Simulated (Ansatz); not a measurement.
**AgBr (Fm-3m): the size of the finite step**

```
Ag Br
1.0
     0.00000    2.83770    2.83770
     2.83770    0.00000    2.83770
     2.83770    2.83770    0.00000
Ag Br
1 1
Direct
  0.00000 0.00000 0.00000
  0.50000 0.50000 0.50000
```

The conventional cell has a = 5.675 Å, b = 5.675 Å, c = 5.675 Å, α = 90.00°, β = 90.00°, γ = 90.00°. Ag (atom 1) is surrounded by 6 Br at 2.84 Å. Br (atom 2) is surrounded by 6 Ag at 2.84 Å.

Unless marked otherwise, the numbers come from PBEsol, PAW on Ansatz 0.2.0's default frozen-core files (fitted under PBE), scalar-relativistic. k mesh 6×6×6, strains of ±0.003, fixed occupations, cutoff 420 eV. The cell was relaxed by PAW under this functional.

Problem. Elastic constants come from stresses at strains of ±0.003 (two-point stencil): C11 = 77.6, C12 = 39.7, C44 = 6.9 GPa. What does an amplitude of 0.0002 give?

Solution. C11 = 77.2, C12 = 39.5, C44 = 6.8 GPa. A very small step divides the noise of the stresses by a small number. Steps under 0.001 aren't safe in general, since the basis can change from cell to cell and the noise grows as 1/δ.

Known limits: frozen-core PAW files fitted under PBE, their cores solved anew for the functional of the run.
